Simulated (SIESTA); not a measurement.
# SnTe (Fm-3m) in SIESTA: notebook, part 2 of 2

SIESTA 5.4.2.

## Step 5: Band structure, PBE

The input, SnTe.fdf:

```
SystemName                      SnTe
SystemLabel                     SnTe
NumberOfSpecies                 2
NumberOfAtoms                   2
%block ChemicalSpeciesLabel
  1  52 Te
  2  50 Sn
%endblock ChemicalSpeciesLabel

LatticeConstant                 1.0 Ang
%block LatticeVectors
     0.0000000000     3.1508500000     3.1508500000
     3.1508500000     0.0000000000     3.1508500000
     3.1508500000     3.1508500000     0.0000000000
%endblock LatticeVectors
AtomicCoordinatesFormat         Fractional
%block AtomicCoordinatesAndAtomicSpecies
     0.5000000000     0.5000000000     0.5000000000  1  Te
     0.0000000000     0.0000000000     0.0000000000  2  Sn
%endblock AtomicCoordinatesAndAtomicSpecies

%block kgrid.MonkhorstPack
    7   0   0  0.0
    0   7   0  0.0
    0   0   7  0.0
%endblock kgrid.MonkhorstPack
XC.Functional                   GGA
XC.Authors                      PBE
PAO.BasisSize                   TZDP
PAO.EnergyShift                 0.01 Ry
Mesh.Cutoff                     500 Ry
OccupationFunction              FD
ElectronicTemperature           0.05 eV
MaxSCFIterations                120
SCF.MustConverge                false
SCF.Mixer.Method                Pulay
SCF.Mixer.Weight                0.25
SCF.Mixer.History               8
SCF.DM.Tolerance                5.0e-05
SCF.H.Tolerance                 1.0e-03 eV
WriteForces                     true
Charge.Mulliken                 end
BandLinesScale                  ReciprocalLatticeVectors
%block BandLines
    1    0.000000   0.000000   0.000000  \Gamma
   12    0.500000   0.000000   0.500000  X
    6    0.500000   0.250000   0.750000  W
    4    0.375000   0.375000   0.750000  K
   13    0.000000   0.000000   0.000000  \Gamma
   11    0.500000   0.500000   0.500000  L
    8    0.625000   0.250000   0.625000  U
    4    0.500000   0.250000   0.750000  W
    9    0.500000   0.500000   0.500000  L
    8    0.375000   0.375000   0.750000  K
    1    0.625000   0.250000   0.625000  U
    4    0.500000   0.000000   0.500000  X
%endblock BandLines
%block PAO.PolarizationScheme
  Te non-perturbative
  Sn non-perturbative
%endblock PAO.PolarizationScheme
```

Potentials or basis: PseudoDojo 0.4 standard (PBE files), TZDP (energy shift 0.01 Ry).

Run with:

```bash
siesta SnTe.fdf > SnTe.out 2>&1
```

Wall time 39 s (1 thread of AMD EPYC 7R43 (Zen 3), shared host); peak memory 0.27 GiB.

The run converged. Its results:

* Free energy: -4996.9208 eV
* Pressure: 2.8 GPa
* Band gap along the path: 0.02 eV, direct

Levels at the corners of the path, in eV from the Fermi level:
```tsv
point	band 12	band 13	band 14	band 15	band 16	band 17	band 18	band 19
Γ	-4.85	-2.20	-2.20	-2.20	3.31	3.31	3.31	4.79
X	-6.63	-5.68	-3.83	-3.83	2.20	4.88	4.88	6.29
W	-7.53	-4.93	-4.93	-0.91	0.79	4.69	4.69	6.09
K	-7.58	-5.29	-3.34	-2.81	2.97	3.05	4.24	5.52
Γ	-4.85	-2.20	-2.20	-2.20	3.31	3.31	3.31	4.79
L	-8.48	-1.91	-1.91	-0.02	0.00	0.28	0.28	8.03
U	-7.58	-5.29	-3.34	-2.81	2.97	3.05	4.24	5.52
W	-7.53	-4.93	-4.93	-0.91	0.79	4.69	4.69	6.09
L	-8.48	-1.91	-1.91	-0.02	0.00	0.28	0.28	8.03
K	-7.58	-5.29	-3.34	-2.81	2.97	3.05	4.24	5.52
U	-7.58	-5.29	-3.34	-2.81	2.97	3.05	4.24	5.52
X	-6.63	-5.68	-3.83	-3.83	2.20	4.88	4.88	6.29
```

Caveat: this odd mesh misses L, where the gap lies, so gap, dielectric constants and Born charges aren't listed; semicore shells carry a single zeta, which can move pressures by several GPa and volumes by a few percent; spin-orbit coupling is left out, which moves the levels of the heavy elements; the basis of atomic orbitals isn't converged, which shifts pressures, moduli and gaps.

## Step 6: Band structure, AM05

SnTe.fdf, as its differences from that of step 5:

```diff
@@ -27,5 +27,5 @@
 XC.Functional                   GGA
-XC.Authors                      PBE
-PAO.BasisSize                   TZDP
-PAO.EnergyShift                 0.01 Ry
+XC.Authors                      AM05
+PAO.BasisSize                   DZP
+PAO.EnergyShift                 0.003 Ry
 Mesh.Cutoff                     500 Ry
@@ -57,5 +57,21 @@
 %endblock BandLines
-%block PAO.PolarizationScheme
-  Te non-perturbative
-  Sn non-perturbative
-%endblock PAO.PolarizationScheme
+%block PAO.Basis
+  Te 4
+  n=5 0 2
+    5.613 0.000
+  n=5 1 2
+    7.253 0.000
+  n=4 2 2
+    3.267 0.000
+  n=5 2 1
+    7.253
+  Sn 4
+  n=5 0 2
+    6.406 0.000
+  n=5 1 2
+    8.616 0.000
+  n=4 2 2
+    3.767 0.000
+  n=5 2 1
+    8.616
+%endblock PAO.Basis
```

Potentials or basis: PseudoDojo 0.4 standard (PBEsol files), DZP (energy shift 0.003 Ry; two zetas on semicore shells).

Run with:

```bash
siesta < SnTe.fdf > SnTe.out 2>&1
```

It took 36 s on 1 thread of AMD EPYC 7R43 (Zen 3), shared host; peak memory 0.26 GiB.

Results (log left out):

```yaml
Free_energy: -4982.7108 eV
Pressure: 0.6 GPa
Band_gap_along_the_path: 0.09 eV, direct
```

Levels at the corners of the path, in eV from the Fermi level:
| point | band 13 | band 14 | band 15 | band 16 | band 17 | band 18 |
| --- | --- | --- | --- | --- | --- | --- |
| Γ | -2.19 | -2.19 | -2.19 | 3.37 | 3.37 | 3.37 |
| X | -5.70 | -3.83 | -3.82 | 2.16 | 5.04 | 5.04 |
| W | -4.93 | -4.93 | -0.91 | 0.81 | 4.67 | 4.67 |
| K | -5.30 | -3.33 | -2.81 | 2.98 | 3.11 | 4.30 |
| Γ | -2.19 | -2.19 | -2.19 | 3.37 | 3.37 | 3.37 |
| L | -1.89 | -1.89 | -0.06 | 0.03 | 0.30 | 0.30 |
| U | -5.30 | -3.33 | -2.81 | 2.98 | 3.11 | 4.30 |
| W | -4.93 | -4.93 | -0.91 | 0.81 | 4.67 | 4.67 |
| L | -1.89 | -1.89 | -0.06 | 0.03 | 0.30 | 0.30 |
| K | -5.30 | -3.33 | -2.81 | 2.98 | 3.11 | 4.30 |
| U | -5.30 | -3.33 | -2.81 | 2.98 | 3.11 | 4.30 |
| X | -5.70 | -3.83 | -3.82 | 2.16 | 5.04 | 5.04 |

Caveat: this odd mesh misses L, where the gap lies, so gap, dielectric constants and Born charges aren't listed; the potentials were made for another functional, which shifts forces and pressure; spin-orbit coupling is left out, which moves the levels of the heavy elements; the basis of atomic orbitals isn't converged, which shifts pressures, moduli and gaps.

## Step 7: Summary

```csv
task,level,potentials or basis,cell,k mesh,force tolerance,hamiltonian tolerance,density-matrix tolerance,energy shift,pressure (GPa)
elastic constants,PBEsol,"PseudoDojo 0.4 standard (PBEsol files), DZP (energy shift 0.003 Ry; two zetas on semicore shells)",cell relaxed,5 × 5 × 5,0.005 eV/Å,0.0001 eV,1e-05,0.003 Ry,-
band structure,PBE,"PseudoDojo 0.4 standard (PBE files), TZDP (energy shift 0.01 Ry)",as given,7 × 7 × 7,-,-,-,0.01 Ry,2.8
band structure,AM05,"PseudoDojo 0.4 standard (PBEsol files), DZP (energy shift 0.003 Ry; two zetas on semicore shells)",as given,7 × 7 × 7,-,-,-,0.003 Ry,0.6
```

Alike in all rows: no spin polarisation; smearing fermi-dirac 0.05 eV; grid cutoff 500 Ry.

Caveats: the basis of atomic orbitals isn't converged, which shifts pressures, moduli and gaps; spin-orbit coupling is left out, which moves the levels of the heavy elements (some runs); semicore shells carry a single zeta, which can move pressures by several GPa and volumes by a few percent (some runs); the potentials were made for another functional, which shifts forces and pressure (some runs).

Total energies depend on the potentials used, so only differences within one code and one set of settings carry meaning.

## Step 8: Comparison with measurements

Step 5. Against the measured gap of SnTe, 0.18 eV (direct; 300 K; a printed reference work, textbook), the calculated 0.02 eV is off by -0.16 eV. Spin-orbit coupling on Sn, Te is left out. The value is that of PBE in an atomic basis (PseudoDojo 0.4 standard (PBE files), TZDP (energy shift 0.01 Ry)), whose error adds to the functional's,, without temperature or zero-point motion. Semilocal functionals fall short of measured gaps as a rule.

Step 6. Against the measured gap of SnTe, 0.18 eV (direct; 300 K; a printed reference work, textbook), the calculated 0.09 eV is off by -0.09 eV. Spin-orbit coupling on Sn, Te is left out. The value is that of AM05 in an atomic basis (PseudoDojo 0.4 standard (PBEsol files), DZP (energy shift 0.003 Ry; two zetas on semicore shells)), whose error adds to the functional's,, without temperature or zero-point motion. Semilocal functionals fall short of measured gaps as a rule.
